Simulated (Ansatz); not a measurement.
Crystal: Si2Mo.

```
Mo Si
1.0
     4.58547    0.00000    0.00000
    -2.29274    3.97113    0.00000
     0.00000    0.00000    6.57976
Mo Si
3 6
Direct
  0.50000 0.50000 0.83333
  0.00000 0.50000 0.16667
  0.50000 0.00000 0.50000
  0.16387 0.32775 0.50000
  0.67225 0.83613 0.16667
  0.83613 0.16387 0.83333
  0.83613 0.67225 0.50000
  0.32775 0.16387 0.16667
  0.16387 0.83613 0.83333
```

Measurements of this composition are mostly on another form, of space group No. 139.

| Quantity | Value |
| --- | --- |
| Program | Ansatz 0.2.0 |
| Task | relaxation of cell and atoms |
| Functional | LDA |
| Potentials or basis | Ansatz PAW |
| Cutoff | 420 eV (not typed: the program's choice for these potentials) |
| k mesh | 7 × 7 × 4 |
| Occupations | fermi-dirac, width 0.05 eV |
| Spin | no spin polarisation |

At the start: volume 13.31 Å³/atom.

Q: How do energy, volume and symmetry change on relaxing?

A: It ends after 5 steps and the volume is 13.01 Å³/atom (-2.2 %); space group P6_222 (No. 180, to 0.05 Å).

The path:
```tsv
step	energy change (eV)	largest force (eV/Å)	volume (Å³)
1	0.0000	0.0543	119.81
2	-0.0398	0.0388	116.38
3	-0.0433	0.0039	117.16
4	-0.0434	0.0002	117.13
5	-0.0428	0.0002	117.13
```

Final structure:
```
Mo Si
1.0
     4.55087    0.00000    0.00000
    -2.27544    3.94117    0.00000
     0.00000    0.00000    6.53060
Mo Si
3 6
Direct
  0.50000 0.50000 0.83333
  0.00000 0.50000 0.16667
  0.50000 0.00000 0.50000
  0.16422 0.32844 0.50000
  0.67156 0.83578 0.16667
  0.83578 0.16422 0.83333
  0.83578 0.67156 0.50000
  0.32844 0.16422 0.16667
  0.16422 0.83578 0.83333
```

Caveat: the plane-wave basis is chosen anew once the cell has moved, so the energies of steps on either side of that aren't comparable; the PAW data sets come from PBE, with cores solved anew for the run's functional, which leaves a small shift of forces and pressure.
